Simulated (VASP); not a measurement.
Wanted: the native input for a VASP 6.6.1 run.

```yaml
Task: electric field gradients
Functional: r2SCAN
Potentials_or_basis: VASP PAW PBE potentials, release 64 (Cu, I)
Cutoff: 520 eV
k_mesh: 12 × 12 × 12
Occupations: fermi-dirac, width 0.05 eV
Spin: no spin polarisation
Dipole_correction: no
Further_INCAR_settings: ALGO = Normal; EDIFF = 1e-08; NBANDS = 16
```

Crystal: CuI.

```
Cu I
1.0
     0.00000    3.03952    3.03952
     3.03952    0.00000    3.03952
     3.03952    3.03952    0.00000
Cu I
1 1
Direct
  0.00000 0.00000 0.00000
  0.25000 0.25000 0.25000
```

The cell was relaxed by an earlier calculation.

The input as run:

POSCAR

```
CuI
1.0
    0.0000000000      3.0395164954      3.0395164954
    3.0395164954      0.0000000000      3.0395164954
    3.0395164954      3.0395164954      0.0000000000
Cu I
1 1
Direct
    0.0000000000      0.0000000000      0.0000000000
    0.2500000000      0.2500000000      0.2500000000
```

INCAR.step1

```
PREC     = Accurate       # precision mode
ENCUT    = 520            # plane-wave cutoff, eV
ISMEAR   = -1             # smearing method
SIGMA    = 0.05           # smearing width, eV
LREAL    = False          # projectors in reciprocal space
LASPH    = True           # aspherical terms in the spheres
NELM     = 100            # most SCF steps
NBANDS   = 16             # bands
GGA      = PE             # functional
ALGO     = Normal         # electronic algorithm
EDIFF    = 1E-4           # SCF threshold, eV
LWAVE    = True           # write WAVECAR
LCHARG   = False          # write CHGCAR
```

INCAR.step2

```
PREC     = Accurate       # precision mode
ENCUT    = 520            # plane-wave cutoff, eV
EDIFF    = 1E-8           # SCF threshold, eV
ISMEAR   = -1             # smearing method
SIGMA    = 0.05           # smearing width, eV
LREAL    = False          # projectors in reciprocal space
LASPH    = True           # aspherical terms in the spheres
NELM     = 100            # most SCF steps
ALGO     = Normal         # electronic algorithm
ISIF     = 2              # what is computed and relaxed
LWAVE    = False          # write WAVECAR
LCHARG   = False          # write CHGCAR
METAGGA  = R2SCAN         # meta-GGA
LMIXTAU  = True         
LEFG     = True         
NBANDS   = 16             # bands
ISTART   = 1
```

KPOINTS

```
regular mesh
0
Gamma
  12 12 12
```

Potentials or basis: VASP PAW PBE potentials, release 64 (Cu, I).

The run is started by

```sh
$ cat potpaw_PBE.64/Cu/POTCAR potpaw_PBE.64/I/POTCAR > POTCAR
$ cp INCAR.step1 INCAR
$ mpirun -np 1 vasp_std > vasp.out
$ cp INCAR.step2 INCAR
$ mpirun -np 1 vasp_std > vasp.out
```

It gave:

- Pressure: -1.2 GPa
- Band gap on the k mesh: 1.59 eV, direct

Caveat: the PAW data sets were made with another functional, which shifts forces and pressure a little; spin-orbit coupling is left out, which moves the levels of the heavy elements.

Wall time 2.6 min on 1 thread of Intel(R) Xeon(R) Platinum 8488C (Sapphire Rapids), on a shared host, peak memory 0.23 GiB.
